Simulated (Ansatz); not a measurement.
**InSb: electron density at the nuclei under pressure**

```xyz
2
Lattice="0.0000 3.2391 3.2391 3.2391 0.0000 3.2391 3.2391 3.2391 0.0000" Properties=species:S:1:pos:R:3 pbc="T T T"
In    0.0000    0.0000    0.0000
Sb    4.8586    4.8586    4.8586
```

Atom numbers follow the list: In1, Sb2.

The cell is COD entry 9008853, as deposited and not checked against the literature; nothing was relaxed.

Spin–orbit coupling is left out, though it moves levels of the heavy atoms by tenths of an eV or more.

The calculation used DFT, PBE, all-electron PAW with datasets made for the crystal, scalar-relativistic (Ansatz 0.2.0).

Settings: a Γ-centred 10×10×10 k mesh, Fermi–Dirac smearing of 0.03 eV, cutoff 240 eV (chosen by the program for this cell), no spin polarisation.

The contact density is the mean electron density over the nuclear volume; its changes set Mössbauer isomer shifts. Changes below are taken from the unscaled cell, where it is 1.13296e+06 e/Å³ at In1, 1.34995e+06 e/Å³ at Sb2.

```json
{"V/V(cell)": "0.9400", "P (GPa)": "6.8", "Δρ(0) In1 (e/Å³)": "-2.43", "Δρ(0) Sb2 (e/Å³)": "-5.51"}
{"V/V(cell)": "0.9405", "P (GPa)": "6.7", "Δρ(0) In1 (e/Å³)": "-2.41", "Δρ(0) Sb2 (e/Å³)": "-5.46"}
{"V/V(cell)": "0.9600", "P (GPa)": "5.4", "Δρ(0) In1 (e/Å³)": "?", "Δρ(0) Sb2 (e/Å³)": "-3.61"}
{"V/V(cell)": "0.9800", "P (GPa)": "4.2", "Δρ(0) In1 (e/Å³)": "-0.82", "Δρ(0) Sb2 (e/Å³)": "?"}
{"V/V(cell)": "0.9900", "P (GPa)": "3.7", "Δρ(0) In1 (e/Å³)": "-0.42", "Δρ(0) Sb2 (e/Å³)": "-0.86"}
{"V/V(cell)": "1.0000", "P (GPa)": "3.2", "Δρ(0) In1 (e/Å³)": "0.00", "Δρ(0) Sb2 (e/Å³)": "0.00"}
{"V/V(cell)": "1.0100", "P (GPa)": "2.7", "Δρ(0) In1 (e/Å³)": "0.43", "Δρ(0) Sb2 (e/Å³)": "0.85"}
{"V/V(cell)": "1.0200", "P (GPa)": "2.2", "Δρ(0) In1 (e/Å³)": "0.89", "Δρ(0) Sb2 (e/Å³)": "1.70"}
{"V/V(cell)": "1.0400", "P (GPa)": "1.3", "Δρ(0) In1 (e/Å³)": "1.84", "Δρ(0) Sb2 (e/Å³)": "?"}
{"V/V(cell)": "1.0600", "P (GPa)": "0.5", "Δρ(0) In1 (e/Å³)": "2.85", "Δρ(0) Sb2 (e/Å³)": "5.07"}
```

(1) What belongs in the row "1.0400", column "Δρ(0) Sb2 (e/Å³)"?

(2) What belongs in the row "0.9800", column "Δρ(0) Sb2 (e/Å³)"?

(3) What belongs in the row "0.9600", column "Δρ(0) In1 (e/Å³)"?

The datasets are made afresh for each cell, so very small changes are uncertain. Scalar relativity leaves out the p1/2 density at heavy nuclei.

Answers

(1) 3.40.

(2) -1.72.

(3) -1.67.
